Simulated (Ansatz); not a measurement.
**BAs: response to strain**

BAs is deformed so: equal xx and yy strain of -2 %. What stress and forces result, by LAPW, PAW and all-electron datasets made for the crystal?

Program: Ansatz 0.2.0. Level of theory: DFT LDA, scalar-relativistic. These are calculated values, not measurements.

### 1 The system as given

It takes space group F-43m (No. 216, cubic). The conventional cell has a = 4.777 Å, b = 4.777 Å, c = 4.777 Å, α = 90.00°, β = 90.00°, γ = 90.00°. B (site symmetry -43m) has 4 As at 2.07 Å as nearest neighbours. As (site symmetry -43m) is surrounded by 4 B at 2.07 Å.

As a file:

```
CELL_PARAMETERS angstrom
0.00000 2.38850 2.38850
2.38850 0.00000 2.38850
2.38850 2.38850 0.00000
ATOMIC_POSITIONS crystal
B 0.00000 0.00000 0.00000
As 0.75000 0.75000 0.75000
```

Atoms are numbered in the order of the input: B1, As2.

### 2 After the deformation

Space group F-43m before, I-4m2 after.

### 3 LAPW, all electrons

Input file input.yaml:

```yaml
crystal:
  lattice:
    - [0.0, 2.34073, 2.3885]
    - [2.34073, 0.0, 2.3885]
    - [2.34073, 2.34073, 0.0]
  atoms:
    - { symbol: B, position: [0.0, 0.0, 0.0] }
    - { symbol: As, position: [0.75, 0.75, 0.75] }
kpoints:
  mp_grid: { grid: [13, 13, 13] }
  band_path:
    path:
      - [0.0, 0.0, 0.0]
      - [0.5, 0.0, 0.5]
      - [0.75, 0.25, 0.5]
      - [0.5, 0.5, 0.5]
      - [0.0, 0.0, 0.0]
      - [0.5, 0.5, 0.0]
      - [0.62995, 0.62995, 0.2599]
      - [0.37005, 0.37005, 0.7401]
      - [0.0, 0.0, 0.0]
    npoints: 5
scf:
  occupations: { method: fermi_dirac, width: 0.05 }
hamiltonian:
  xc: lda
  pseudopotentials: { kind: all_electron, lapw: { basis_error: 0.0005 } }
output:
  forces: true
  stress: true
  eigenvalues: true
```

Started as:

```bash
> ansatz run input.yaml --threads 1 --pin off --max-ram 3072MiB --backend cpu --events-out ev --progress --plain --runs-dir out
```

### 4 PAW on the default files

Input file input.yaml:

```yaml
crystal:
  lattice:
    - [0.0, 2.34073, 2.3885]
    - [2.34073, 0.0, 2.3885]
    - [2.34073, 2.34073, 0.0]
  atoms:
    - { symbol: B, position: [0.0, 0.0, 0.0] }
    - { symbol: As, position: [0.75, 0.75, 0.75] }
kpoints:
  mp_grid: { grid: [13, 13, 13] }
scf:
  occupations: { method: fermi_dirac, width: 0.05 }
hamiltonian:
  xc: lda
  pseudopotentials: { kind: paw }
output:
  forces: true
  stress: true
  eigenvalues: true
  efg: { contact_densities: true }
```

### 5 Datasets made for this crystal

Changes to input.yaml since step 4:

```diff
@@ -14,3 +14,3 @@
   xc: lda
-  pseudopotentials: { kind: paw }
+  pseudopotentials: { kind: all_electron, datasets: crystal }
 output:
```

(Steps that only read results are left out.)

Before running it: what results should come out? Wanted: pressure; largest shear or deviatoric stress.

As calculated:

| quantity | value |
| --- | --- |
| pressure | LAPW 1.82, PAW 1.82, crystal datasets 1.82 GPa |
| largest shear or deviatoric stress (LAPW) | 3.00 GPa |

**Reading.** The largest part of the stress beyond the pressure is 3.00 GPa in size, in the zz component; the atoms are carried along and not relaxed. No run of the undeformed cell stands beside it, so the pressure holds what the given cell had before the change. PAW: stress within 0.01 GPa of LAPW. Crystal datasets: stress within 0.01 GPa of LAPW.
